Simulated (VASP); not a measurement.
A run of VASP 6.6.1 is set up as follows.

File INCAR:

```
SYSTEM = InAgTe2
PREC     = Accurate       ! precision mode
ENCUT    = 600            ! plane-wave cutoff, eV
EDIFF    = 1E-6           ! SCF threshold, eV
ISMEAR   = 0              ! smearing method
SIGMA    = 0.03           ! smearing width, eV
LREAL    = .False.        ! projectors in reciprocal space
LASPH    = .True.         ! aspherical terms in the spheres
NELM     = 80             ! most SCF steps
ALGO     = Normal         ! electronic algorithm
ISIF     = 3              ! what is computed and relaxed
LWAVE    = .False.        ! write WAVECAR
LCHARG   = .False.        ! write CHGCAR
GGA      = PE             ! functional
IVDW     = 12             ! dispersion correction
IBRION   = 2              ! ionic algorithm
NSW      = 90             ! ionic steps
EDIFFG   = -0.01          ! ionic threshold
KPAR     = 2
```

The input KPOINTS:

```
regular mesh
0
Gamma
  8 8 8
  0 0 0
```

The input POSCAR:

```
InAgTe2
1.0
   -3.2336000000      3.2336000000      6.3165500000
    3.2336000000     -3.2336000000      6.3165500000
    3.2336000000      3.2336000000     -6.3165500000
In Ag Te
2 2 4
Direct
    0.5000000000      0.5000000000      0.0000000000
    0.2500000000      0.7500000000      0.5000000000
    0.0000000000      0.0000000000      0.0000000000
    0.7500000000      0.2500000000      0.5000000000
    0.3750000000      0.3868000000      0.5118000000
    0.6132000000      0.1250000000      0.9882000000
    0.8750000000      0.8632000000      0.4882000000
    0.1368000000      0.6250000000      0.0118000000
```

Potentials or basis: VASP PAW PBE potentials, release 64 (In_d, Ag, Te).

Launch:

```console
$ cat potpaw_PBE.64/In_d/POTCAR potpaw_PBE.64/Ag/POTCAR potpaw_PBE.64/Te/POTCAR > POTCAR
$ mpirun -np 2 vasp_std > vasp.out
```

(1) Predict the relaxed cell.

(2) Predict the dispersion energy per atom.

(3) Predict the band gap on the k mesh.

Results:

(1) a = 7.857 Å, b = 7.857 Å, c = 7.857 Å, α = 131.34°, β = 131.34°, γ = 71.28°.

(2) -0.350 eV.

(3) 0.15 eV, direct.

Caveat: spin-orbit coupling is left out, which moves the levels of the heavy elements.
